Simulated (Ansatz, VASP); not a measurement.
**Pt: VASP beside Ansatz**

File POSCAR:

```
Pt
1.0
   -1.5911037439      1.5911037439      1.5911037439
    1.5911037439     -1.5911037439      1.5911037439
    1.5911037439      1.5911037439     -1.5911037439
Pt
1
Direct
    0.0000000000      0.0000000000      0.0000000000
```

File INCAR.step1:

```
ALGO     = Normal         # electronic algorithm
EDIFF    = 1E-4           # SCF threshold, eV
ENCUT    = 520            # plane-wave cutoff, eV
GGA      = PE             # functional
ISMEAR   = -1             # smearing method
LASPH    = True           # aspherical terms in the spheres
LCHARG   = False          # write CHGCAR
LREAL    = False          # projectors in reciprocal space
LWAVE    = True           # write WAVECAR
NBANDS   = 11             # bands
NELM     = 80             # most SCF steps
PREC     = Accurate       # precision mode
SIGMA    = 0.1            # smearing width, eV
```

File INCAR.step2:

```
ALGO     = Normal         # electronic algorithm
EDIFF    = 1E-7           # SCF threshold, eV
ENCUT    = 520            # plane-wave cutoff, eV
ISIF     = 2              # what is computed and relaxed
ISMEAR   = -1             # smearing method
ISTART   = 1            
LASPH    = True           # aspherical terms in the spheres
LCHARG   = True           # write CHGCAR
LELF     = True           # ELF
LMIXTAU  = True         
LREAL    = False          # projectors in reciprocal space
LVHAR    = True         
LWAVE    = False          # write WAVECAR
METAGGA  = R2SCAN         # meta-GGA
NBANDS   = 11             # bands
NELM     = 80             # most SCF steps
PREC     = Accurate       # precision mode
SIGMA    = 0.1            # smearing width, eV
```

The input KPOINTS:

```
k-points
0
Gamma
  16 16 16
```

Input for Ansatz:

```yaml
crystal:
  lattice:
    - [-1.5911037439, 1.5911037439, 1.5911037439]
    - [1.5911037439, -1.5911037439, 1.5911037439]
    - [1.5911037439, 1.5911037439, -1.5911037439]
  atoms:
    - { symbol: Pt, position: [0.0, 0.0, 0.0] }
hamiltonian:
  xc: r2scan
  pseudopotentials:
    kind: paw
    azcp:
      Pt: "pseudopotentials/Pt.paw.azcp"
basis:
  ecutwfc: 500
  fft_grid_basis: typed
kpoints:
  mp_grid: { grid: [16, 16, 16], shift: [0, 0, 0] }
magnetization:
  spin_polarized: false
scf:
  occupations: { method: fermi_dirac, width: 0.1 }
  lower_state_search: "off"
output:
  stress: true
  write_density: true
  write_potential: true
  elf: true
  volumetric_format: npy
```

Alike in both runs: task single point; functional r2SCAN; k mesh 16 × 16 × 16; occupations fermi-dirac, width 0.1 eV; no spin polarisation.

|  | VASP | Ansatz |
| --- | --- | --- |
| version | VASP 6.6.1 | Ansatz 0.2.0 |
| potentials or method | VASP PAW PBE potentials, release 64 (Pt) | plane waves (500 eV) with PAW, scalar-relativistic |
| plane-wave cutoff (eV) | 520 | 500 |
| valence electrons in the cell | 10 | 18 |

Ansatz gave:

* pressure (GPa): -9.1

Q: Estimate VASP's values.

A: Pressure (GPa): -8.6.

The two sets of potentials don't hold the same shells in valence.

Caveats: the PAW data sets were made with another functional, which shifts forces and pressure a little (VASP). The runs have no spin-orbit coupling, so splittings on Pt are missing.
